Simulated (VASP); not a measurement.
# Be8Te7 (a cell with a defect) in VASP: further runs

The runs below take Be8Te7 (a cell with a defect) through single point, with LDA.

Program: VASP 6.6.1. These are calculated values, not measurements. Logs are shortened: lines on timing, memory, paths and dates and some standing lists are left out, and cuts for length are marked.

## 1. Starting point

The cell holds a defect, 15 atoms: a = 7.900 Å, b = 7.900 Å, c = 7.900 Å, α = 60.00°, β = 60.00°, γ = 60.00°.

## 2. Single point, LDA

The input, INCAR:

```
PREC     = Accurate       # precision mode
ENCUT    = 520            # plane-wave cutoff, eV
EDIFF    = 1E-7           # SCF threshold, eV
ISMEAR   = 1              # smearing method
SIGMA    = 0.0951         # smearing width, eV
LREAL    = False          # projectors in reciprocal space
LASPH    = True           # aspherical terms in the spheres
NELM     = 80             # most SCF steps
ALGO     = Normal         # electronic algorithm
ISIF     = 2              # what is computed and relaxed
LWAVE    = False          # write WAVECAR
LCHARG   = False          # write CHGCAR
NBANDS   = 42             # bands
```

The input, KPOINTS:

```
regular mesh
0
Gamma
  2 2 2
```

The input, POSCAR:

```
Be8Te7
1.0
    0.0000000000      5.5863817200      5.5863817200
    5.5863817200      0.0000000000      5.5863817200
    5.5863817200      5.5863817200      0.0000000000
Be Te
8 7
Direct
   -0.0104173869      0.0466968627      0.0162963264
    0.0277831892     -0.0264884334      0.5290070833
    0.0153517078      0.4618267475      0.0089595560
   -0.0146142000      0.5160009904      0.4868450880
    0.4532374669     -0.1169774163     -0.0454871351
    0.5148148917      0.0463474415      0.4912151796
    0.4443611490      0.6258639626     -0.0542732336
    0.5082109749      0.4615621755      0.5155429121
    0.1736837990      0.0925873000      0.1558817574
    0.1305921322      0.1425999045      0.6321106714
    0.0741294671      0.6653090831      0.1139244563
    0.1304767623      0.6028803918      0.6314223010
    0.6508604643      0.3427370516      0.1529104245
    0.6547077667      0.0923856489      0.6749672129
    0.6124780173      0.6650299221      0.5755310255
```

Potentials or basis: VASP PAW LDA potentials, release 64 (Be, Te).

Run with:

```bash
$ cat potpaw_LDA.64/Be/POTCAR potpaw_LDA.64/Te/POTCAR > POTCAR
$ mpirun -np 1 vasp_std > vasp.out
```

OUTCAR:

```text
PREC = Accurate
   ENCUT = 520
   EDIFF = 1E-7
   ISMEAR = 1
   LREAL = False
   LASPH = True
   NELM = 80
   ISIF = 2

 ion  position               nearest neighbor table
   1  0.990  0.047  0.016-   9 2.45  10 2.49  11 2.51  13 2.68
   2  0.028  0.974  0.529-  12 2.41  14 2.41   9 2.41  10 2.44
   3  0.015  0.462  0.009-   9 2.42  12 2.44  11 2.44  13 2.97
   4  0.985  0.516  0.487-  15 2.42  11 2.42  10 2.43  12 2.44
   5  0.453  0.883  0.955-   7 2.10  14 2.37   9 2.37
   6  0.515  0.046  0.491-  14 2.45  10 2.49  15 2.51  13 2.68
   7  0.444  0.626  0.946-   5 2.10  13 2.39  11 2.46  15 2.46
   8  0.508  0.462  0.516-  14 2.42  12 2.44  15 2.44  13 2.96
   9  0.174  0.093  0.156-   5 2.37   2 2.41   3 2.42   1 2.45  13 3.59
  10  0.131  0.143  0.632-   4 2.43   2 2.44   1 2.49   6 2.49  12 3.63
  11  0.074  0.665  0.114-   4 2.42   3 2.44   7 2.46   1 2.51  15 3.65
  12  0.130  0.603  0.631-   2 2.41   3 2.44   8 2.44   4 2.44  10 3.63
  13  0.651  0.343  0.153-   7 2.39   6 2.68   1 2.68   8 2.96   3 2.97  14 3.58   9 3.59
  14  0.655  0.092  0.675-   5 2.37   2 2.41   8 2.42   6 2.45  13 3.58
  15  0.612  0.665  0.576-   4 2.42   8 2.44   7 2.46   6 2.51  11 3.65

  LATTYP: Found a face centered cubic cell.
 ALAT       =    11.1727634400

  Lattice vectors:

 A1 = (   0.0000000000,   5.5863817200,   5.5863817200)
 A2 = (   5.5863817200,   0.0000000000,   5.5863817200)
 A3 = (   5.5863817200,   5.5863817200,   0.0000000000)

Analysis of symmetry for initial positions (statically):
=====================================================================
 Subroutine PRICEL returns:
 Original cell was already a primitive cell.

 Routine SETGRP: Setting up the symmetry group for a
 face centered cubic supercell.

 Subroutine GETGRP returns: Found  1 space group operations
 (whereof  1 operations were pure point group operations)
 out of a pool of 48 trial point group operations.

The static configuration has the point symmetry C_1 .

Analysis of symmetry for dynamics (positions and initial velocities):
=====================================================================
 Subroutine PRICEL returns:
 Original cell was already a primitive cell.

 Routine SETGRP: Setting up the symmetry group for a
 face centered cubic supercell.

 Subroutine GETGRP returns: Found  1 space group operations
 (whereof  1 operations were pure point group operations)
 out of a pool of 48 trial point group operations.

The dynamic configuration has the point symmetry C_1 .

 Subroutine INISYM returns: Found  1 space group operations
 (whereof  1 operations are pure point group operations),
 and found     1 'primitive' translations

----------------------------------------------------------------------------------------

                                     Primitive cell

  volume of cell :     348.6758

  direct lattice vectors                    reciprocal lattice vectors
     0.000000000  5.586381720  5.586381720    -0.089503372  0.089503372  0.089503372
     5.586381720  0.000000000  5.586381720     0.089503372 -0.089503372  0.089503372
     5.586381720  5.586381720  0.000000000     0.089503372  0.089503372 -0.089503372

  length of vectors
     7.900336793  7.900336793  7.900336793     0.155024387  0.155024387  0.155024387

  position of ions in fractional coordinates (direct lattice)
     0.989582613  0.046696863  0.016296326
     0.027783189  0.973511567  0.529007083
     0.015351708  0.461826747  0.008959556
     0.985385800  0.516000990  0.486845088
     0.453237467  0.883022584  0.954512865
     0.514814892  0.046347441  0.491215180
     0.444361149  0.625863963  0.945726766
     0.508210975  0.461562175  0.515542912
     0.173683799  0.092587300  0.155881757
     0.130592132  0.142599905  0.632110671
     0.074129467  0.665309083  0.113924456
     0.130476762  0.602880392  0.631422301
     0.650860464  0.342737052  0.152910424
     0.654707767  0.092385649  0.674967213
     0.612478017  0.665029922  0.575531025

  ion indices of the primitive-cell ions
   primitive index   ion index
                 1           1
                 2           2
                 3           3
                 4           4
                 5           5
                 6           6
                 7           7
                 8           8
                 9           9
                10          10
                11          11
                12          12
                13          13
                14          14
                15          15

----------------------------------------------------------------------------------------

 KPOINTS: regular mesh

Automatic generation of k-mesh.
 Grid dimensions read from file:
 generate k-points for:    2    2    2

 Generating k-lattice:

  Cartesian coordinates                     Fractional coordinates (reciprocal lattice)
    -0.044751686  0.044751686  0.044751686     0.500000000  0.000000000  0.000000000
     0.044751686 -0.044751686  0.044751686     0.000000000  0.500000000  0.000000000
     0.044751686  0.044751686 -0.044751686     0.000000000  0.000000000  0.500000000

  Length of vectors
     0.077512194  0.077512194  0.077512194

  Shift w.r.t. Gamma in fractional coordinates (k-lattice)
     0.000000000  0.000000000  0.000000000

 Subroutine IBZKPT returns following result:
 ===========================================

 Found      8 irreducible k-points:

 Following reciprocal coordinates:
            Coordinates               Weight
  0.000000  0.000000  0.000000      1.000000
  0.500000  0.000000  0.000000      1.000000
  0.000000  0.500000  0.000000      1.000000
  0.000000  0.000000  0.500000      1.000000
  0.500000  0.500000  0.500000      1.000000
  0.500000  0.500000  0.000000      1.000000
  0.000000  0.500000  0.500000      1.000000
  0.500000  0.000000  0.500000      1.000000
   k-points           NKPTS =      8   k-points in BZ     NKDIM =      8   number of bands    NBANDS=     42
   number of dos      NEDOS =    301   number of ions     NIONS =     15
   total plane-waves  NPLWV = 216000
   dimension x,y,z NGX =    60 NGY =   60 NGZ =   60
   dimension x,y,z NGXF=   120 NGYF=  120 NGZF=  120
   ions per type =               8   7
   NGX,Y,Z   is equivalent  to a cutoff of  12.63, 12.63, 12.63 a.u.
   NGXF,Y,Z  is equivalent  to a cutoff of  25.25, 25.25, 25.25 a.u.
 SYSTEM =  unknown system
   PREC   = accura    normal or accurate (medium, high low for compatibility)
   ISTART =      0    job   : 0-new  1-cont  2-samecut
   ICHARG =      2    charge: 1-file 2-atom 10-const
   ISPIN  =      1    spin polarized calculation?
   LNONCOLLINEAR =      F non collinear calculations
   LSORBIT =      F    spin-orbit coupling
   LASPH  =      T    aspherical Exc in radial PAW
   ENCUT  =  520.0 eV  38.22 Ry    6.18 a.u.  14.69 14.69 14.69*2*pi/ulx,y,z
   NELM   =     80;   NELMIN=  2; NELMDL= -5     # of ELM steps
   EDIFF  = 0.1E-06   stopping-criterion for ELM
   LREAL  =      F    real-space projection
   EDIFFG = 0.1E-05   stopping-criterion for IOM
   NSW    =      0    number of steps for IOM
   IBRION =     -1    ionic relax: 0-MD 1-quasi-New 2-CG
   NFREE  =      0    steps in history (QN), initial steepest desc. (CG)
   ISIF   =      2    stress and relaxation
   ISYM   =      2    0-nonsym 1-usesym 2-fastsym
   POTIM  = 0.5000    time-step for ionic-motion
   TEBEG  =    0.0;   TEEND  =   0.0 temperature during run
   PSTRESS=    0.0 pullay stress
   NELECT =      58.0000    total number of electrons
   NUPDOWN=      -1.0000    fix difference up-down
   EMIN   =  10.00;   EMAX   =-10.00  energy-range for DOS
   EFERMI =   0.00;   METHOD = LEGACY
   ISMEAR =     1;   SIGMA  =   0.10  broadening in eV -4-tet -1-fermi 0-gaus
   EFERMI_NEDOS =   21; number of points for ismear=-14 and -15
   IALGO  =     38    algorithm
   IMIX   =      4    mixing-type and parameters
     AMIX     =   0.40;   BMIX     =  1.00
     AMIX_MAG =   1.60;   BMIX_MAG =  1.00
  volume/ion in A,a.u.               =      23.25       156.87
  Fermi-wavevector in a.u.,A,eV,Ry     =   0.900348  1.701410 11.029234  0.810626
  Thomas-Fermi vector in A             =   2.023294
   LORBIT       =      0    0 simple, 1 ext, 2 COOP (PROOUT), +10 PAW based schemes
   GGA     = CA    functional components
   LHFCALC =     F    Hartree Fock is set to
   AEXX    =    0.0000 exact exchange contribution
   IVDW    =     0    specifies the selected vdW correction
   LEPSILON=     F    determine dielectric tensor
   LRPA    =     F    only Hartree local field effects (RPA)
 non-spin polarized calculation
 Methfessel and Paxton  Order N= 1 SIGMA  =   0.10
  energy-cutoff  :      520.00
  volume of cell :      348.68
 maximum number of plane-waves:      9390
 NGX is ok and might be reduce to    60
   NGX = 29   NGY = 29   NGZ = 29

 number of electron      58.0000000 magnetization

 Free energy of the ion-electron system (eV)
  ---------------------------------------------------
  ext. energy  EPLUGINS =         0.00000000
  ---------------------------------------------------
  free energy    TOTEN  =       -59.98100541 eV

  energy without entropy =      -59.98307622  energy(sigma->0) =      -59.98169568

 E-fermi :   4.9558     XC(G=0):  -8.9415

 val. band max:        4.8779729138   @ k =   0.0000   0.5000   0.5000
 cond. band min:       5.6314073138   @ k =   0.0000   0.0000   0.0000
 fundamental gap:      0.7534344001
 Fermi energy:         4.9558248310

 k-point     1 :       0.0000    0.0000    0.0000
  band No.  band energies     occupation
      1      -8.0454      2.00000
      2      -6.8805      2.00000
      3      -6.8024      2.00000
      4      -6.6615      2.00000
      5      -6.5454      2.00000
      6      -6.2588      2.00000
[... 33 lines left out ...]
     40       7.8689      0.00000
     41       8.1395      0.00000

 k-point     2 :       0.5000    0.0000    0.0000
  band No.  band energies     occupation
      1      -7.7024      2.00000
      2      -7.2915      2.00000
      3      -6.8213      2.00000
      4      -6.6958      2.00000
      5      -6.6405      2.00000
      6      -6.3873      2.00000
[... 33 lines left out ...]
     40       8.3850      0.00000
     41       8.9949      0.00000

 k-point     3 :       0.0000    0.5000    0.0000
  band No.  band energies     occupation
      1      -7.6242      2.00000
      2      -7.4260      2.00000
      3      -6.8118      2.00000
      4      -6.7109      2.00000
      5      -6.4784      2.00000
      6      -6.4042      2.00000
[... 170 lines left out ...]
      1      -7.4213      2.00000
      2      -7.3848      2.00000
      3      -6.9525      2.00000
      4      -6.8481      2.00000
      5      -6.7023      2.00000
      6      -6.4578      2.00000
[... 33 lines left out ...]
     40       8.5320      0.00000
     41       9.1112      0.00000

 k-point     8 :       0.5000    0.0000    0.5000
  band No.  band energies     occupation
      1      -7.4857      2.00000
      2      -7.3665      2.00000
      3      -6.9493      2.00000
      4      -6.8735      2.00000
      5      -6.6579      2.00000
      6      -6.2061      2.00000
[... 33 lines left out ...]
     40       9.2139      0.00000
     41       9.2403      0.00000
 [bands above 41 left out]

------------------------ aborting loop because EDIFF is reached ----------------------------------------

  FORCE on cell =-STRESS in cart. coord.  units (eV):
  Direction    XX          YY          ZZ          XY          YZ          ZX
  --------------------------------------------------------------------------------------
  -------------------------------------------------------------------------------------
  Total       -6.7940113     -1.7960914     -6.7147656     -0.7042869     -0.6812586     -1.7842990
  in kB      -31.2187154     -8.2531018    -30.8545785     -3.2362224     -3.1304067     -8.1989151
  external PRESSURE =     -23.4421319 kB  Pullay stress =       0.0000000 kB

 VOLUME and BASIS-vectors are now :
 -----------------------------------------------------------------------------
  energy-cutoff  :      520.00
  volume of cell :      348.68
      direct lattice vectors                 reciprocal lattice vectors
     0.000000000  5.586381720  5.586381720    -0.089503372  0.089503372  0.089503372
     5.586381720  0.000000000  5.586381720     0.089503372 -0.089503372  0.089503372
     5.586381720  5.586381720  0.000000000     0.089503372  0.089503372 -0.089503372

 POSITION                                       TOTAL-FORCE (eV/Angst)
 -----------------------------------------------------------------------------------
      0.35190      5.61922      5.78905         0.018078     -0.032251     -0.020017
      8.39364      3.11044      5.59361        -0.001535      0.009202     -0.001809
      2.62999      0.13581      2.66570         0.014905     -0.021608     -0.018580
      5.60228      8.22444      8.38732         0.004376     -0.002623      0.004070
     10.26517      7.86423      7.46486        -0.038785     -0.002512     -0.038295
      3.00303      5.62007      3.13487        -0.020234     -0.032540      0.017671
      8.77951      7.76556      5.97869         0.018595     -0.006697      0.019466
      5.45848      5.71908      5.41752        -0.023455     -0.024205      0.015458
      1.38804      1.84108      1.48749         0.012529      0.004448      0.017115
      4.32783      4.26075      1.52615         0.007124      0.021608      0.006587
      4.35310      1.05054      4.13079        -0.022799      0.004092      0.014064
      6.89529      4.25626      4.09681        -0.000676      0.023764     -0.002020
      2.76888      4.49017      5.55061        -0.000577      0.047563     -0.002440
      4.28673      7.42807      4.17355         0.017491      0.006382      0.011740
      6.93025      6.63667      7.13665         0.014963      0.005375     -0.023010
 -----------------------------------------------------------------------------------
    total drift:                                0.000059     -0.000549      0.000066

  FREE ENERGIE OF THE ION-ELECTRON SYSTEM (eV)
  ---------------------------------------------------
  free  energy   TOTEN  =       -59.9810054114 eV

  energy  without entropy=      -59.9830762197  energy(sigma->0) =      -59.98169568
```

Run time: 81 s. Hardware: 1 thread of Intel Xeon 6975P-C (Granite Rapids), shared host; peak memory 0.4 GiB.

What came out:

```yaml
Free_energy: -59.9810 eV
Pressure: -2.3 GPa
Largest_force: 0.055 eV/Å
Band_gap_on_the_k_mesh: 0.75 eV, indirect (least direct gap 0.84 eV)
```

Forces on the atoms (eV/Å):
```
Be   0.018 -0.032 -0.020
Be  -0.002  0.009 -0.002
Be   0.015 -0.022 -0.019
Be   0.004 -0.003  0.004
Be  -0.039 -0.003 -0.038
Be  -0.020 -0.033  0.018
Be   0.019 -0.007  0.019
Be  -0.023 -0.024  0.015
Te   0.013  0.004  0.017
Te   0.007  0.022  0.007
Te  -0.023  0.004  0.014
Te  -0.001  0.024 -0.002
Te  -0.001  0.048 -0.002
Te   0.017  0.006  0.012
Te   0.015  0.005 -0.023
```

Stress tensor (GPa, compression positive):
```
-3.12 -0.32 -0.82
-0.32 -0.83 -0.31
-0.82 -0.31 -3.09
```

Levels at points of the mesh, in eV from the valence-band top:
```tsv
k point	band 26	band 27	band 28	band 29	band 30	band 31	band 32	band 33
(0.00, 0.00, 0.00)	-1.19	-0.97	-0.88	-0.27	0.75	1.35	1.82	1.94
(0.50, 0.00, 0.00)	-1.54	-1.42	-1.33	-0.43	1.02	1.41	1.75	2.14
(0.00, 0.50, 0.00)	-1.79	-1.43	-0.96	-0.59	1.54	1.67	1.97	2.07
(0.00, 0.00, 0.50)	-1.54	-1.42	-1.32	-0.43	1.02	1.41	1.75	2.14
(0.50, 0.50, 0.50)	-1.67	-1.63	-1.00	0.00	0.84	1.63	1.98	2.11
(0.50, 0.50, 0.00)	-1.94	-1.80	-1.29	0.00	1.14	1.51	2.19	2.33
(0.00, 0.50, 0.50)	-1.94	-1.80	-1.29	0.00	1.14	1.51	2.19	2.33
(0.50, 0.00, 0.50)	-1.83	-1.73	-1.12	-0.69	1.50	1.67	1.67	1.84
```

Caveat: the k mesh is coarse (spacing up to 0.49 Å⁻¹), so the values aren't converged; spin-orbit coupling is left out, which moves the levels of the heavy elements. LDA gaps usually lie below the measured ones, often by a third to a half.

## 3. Single point, LDA

The input, INCAR:

```
SYSTEM = Be8Te7
  PREC = Accurate
  ENCUT = 520
  EDIFF = 1E-7
  ISMEAR = 1
  SIGMA = 0.0951
  LREAL = .False.
  LASPH = .True.
  NELM = 60
  ALGO = Normal
  ISIF = 2
  LWAVE = .False.
  LCHARG = .True.
  GGA = CA
  LELF = .True.
  LVHAR = .True.
  NBANDS = 42
```

The input, KPOINTS:

```
regular mesh
0
Gamma
  2 2 2
  0 0 0
```

The input, POSCAR:

```
Be8Te7
1.0
    0.0000000000      5.5863817200      5.5863817200
    5.5863817200      0.0000000000      5.5863817200
    5.5863817200      5.5863817200      0.0000000000
Be Te
8 7
Direct
    0.1594742437     -0.0466917610     -0.0519506211
    0.0114156181     -0.0161788085      0.5124916526
    0.0002434492      0.4841113865     -0.0044422313
   -0.0074856145      0.5126650207      0.4936697201
    0.4584928364     -0.0957854344     -0.0404061182
    0.4469143222     -0.0467232662      0.6606063074
    0.4290232247      0.6594526985     -0.0698261450
    0.4944875124      0.4840587585      0.5013160826
    0.1472570335      0.1131163303      0.1424947381
    0.1177151031      0.1423827694      0.6188573702
    0.0895218990      0.6379314337      0.1229753952
    0.1252890574      0.6155665102      0.6263588268
    0.6320315505      0.5469628918      0.1331189914
    0.6414142784      0.1130685355      0.6483248338
    0.6218221694      0.6378778212      0.5906925386
```

Potentials or basis: VASP PAW LDA potentials, release 64 (Be, Te).

Run with:

```bash
$ cat potpaw_LDA.64/Be/POTCAR potpaw_LDA.64/Te/POTCAR > POTCAR
$ mpirun -np 1 vasp_std > vasp.out
```

Wall time 94 s (1 thread of Intel Xeon 6975P-C (Granite Rapids), shared host); peak memory 0.4 GiB.

The run converged. Its results:

```yaml
Free_energy: -62.7547 eV
Pressure: 0.7 GPa
Largest_force: 0.189 eV/Å
Band_gap_on_the_k_mesh: 2.21 eV, indirect (least direct gap 2.36 eV)
```

Forces on the atoms (eV/Å):
```
Be  -0.067  0.009 -0.017
Be  -0.004 -0.021 -0.004
Be   0.011 -0.016 -0.002
Be  -0.012  0.010 -0.011
Be   0.069  0.049  0.070
Be  -0.018  0.008 -0.066
Be  -0.040  0.054 -0.040
Be  -0.001 -0.016  0.011
Te   0.008 -0.044 -0.014
Te  -0.020 -0.025 -0.020
Te  -0.021  0.032 -0.024
Te  -0.003 -0.008 -0.003
Te   0.133 -0.019  0.133
Te  -0.014 -0.044  0.008
Te  -0.023  0.032 -0.020
```

Stress tensor (GPa, compression positive):
```
 0.78  0.04 -0.10
 0.04  0.55  0.04
-0.10  0.04  0.78
```

Levels at points of the mesh, in eV from the valence-band top:
| k point | band 27 | band 28 | band 29 | band 30 | band 31 | band 32 |
| --- | --- | --- | --- | --- | --- | --- |
| (0.00, 0.00, 0.00) | -0.04 | -0.03 | 0.00 | 2.36 | 2.39 | 2.42 |
| (0.50, 0.00, 0.00) | -0.44 | -0.34 | -0.32 | 2.23 | 2.80 | 2.95 |
| (0.00, 0.50, 0.00) | -0.55 | -0.35 | -0.29 | 2.21 | 2.80 | 3.04 |
| (0.00, 0.00, 0.50) | -0.44 | -0.34 | -0.32 | 2.23 | 2.80 | 2.95 |
| (0.50, 0.50, 0.50) | -0.54 | -0.42 | -0.23 | 2.24 | 2.78 | 3.00 |
| (0.50, 0.50, 0.00) | -1.13 | -0.38 | -0.01 | 2.63 | 3.14 | 3.37 |
| (0.00, 0.50, 0.50) | -1.13 | -0.38 | -0.01 | 2.63 | 3.14 | 3.37 |
| (0.50, 0.00, 0.50) | -1.12 | -0.30 | -0.04 | 2.54 | 3.14 | 3.33 |

Caveat: the k mesh is coarse (spacing up to 0.49 Å⁻¹), so the values aren't converged; spin-orbit coupling is left out, which moves the levels of the heavy elements.

[end of part 1 of 2]
